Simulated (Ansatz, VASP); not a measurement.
## Two plane-wave programs on MoS2

```xyz
3
Lattice="1.5876 0.9166 6.1939 -1.5876 0.9166 6.1939 0.0000 -1.8332 6.1939" Properties=species:S:1:pos:R:3 pbc="T T T"
Mo    0.0000    0.0000   -0.0003
S     0.0000    0.0000    7.7486
S     0.0000    0.0000    4.6395
```

Alike in both runs: task single point; functional PBE; k mesh 10 × 10 × 10; no spin polarisation.

|  | VASP | Ansatz |
| --- | --- | --- |
| version | VASP 6.6.1 | Ansatz 0.2.0 |
| potentials or method | VASP PAW PBE potentials, release 64 (Mo_sv, S) | plane waves, PAW |
| plane-wave cutoff (eV) | 520 | 420 |
| occupations | gaussian, width 0.01 eV | fixed |
| valence electrons in the cell | 26 | 26 |

Ansatz gave:

```
gap on the k mesh at the Fermi level (eV)       : 0.97
pressure (GPa)                                  : 2.4
largest component of the traceless stress (GPa) : 0.92
rms of the force components (eV/Å)              : 0.052
```

Question: Which values does VASP return?

Answer: gap on the k mesh at the Fermi level (eV): 0.99; pressure (GPa): 2.3; largest component of the traceless stress (GPa): 0.88; rms of the force components (eV/Å): 0.046.

Atom by atom the forces differ by 0.006 eV/Å (rms over components).

A k mesh can miss the band edges. A hybrid or GW would open this gap; PBE tends to underestimate it.
